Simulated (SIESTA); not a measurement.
## Nb in SIESTA: the effect of basis

The system is Nb.

```
CELL_PARAMETERS angstrom
-1.66395 1.66395 1.66395
1.66395 -1.66395 1.66395
1.66395 1.66395 -1.66395
ATOMIC_POSITIONS crystal
Nb 0.00000 0.00000 0.00000
```

Alike in all runs:

| Property | Result |
| --- | --- |
| Program | SIESTA 5.4.2 |
| Task | band structure |
| Functional | PBEsol |
| Potentials or basis | PseudoDojo 0.4 standard (PBEsol files) |
| Grid cutoff | 800 Ry |
| Energy shift | 0.003 Ry |
| k mesh | 11 × 11 × 11 |
| Occupations | fermi-dirac, width 0.05 eV |
| Spin | no spin polarisation |

```csv
basis,pressure (GPa)
SZ,-9.7
SZP,?
DZ,-6.9
DZP,-6.4
TZP,-7.4
TZDP,-7.2
```

What does the run with basis SZP give?

Pressure -5.2 GPa.

Caveats: the basis of atomic orbitals isn't converged, which shifts pressures, moduli and gaps; the basis has no polarisation orbitals (some runs).
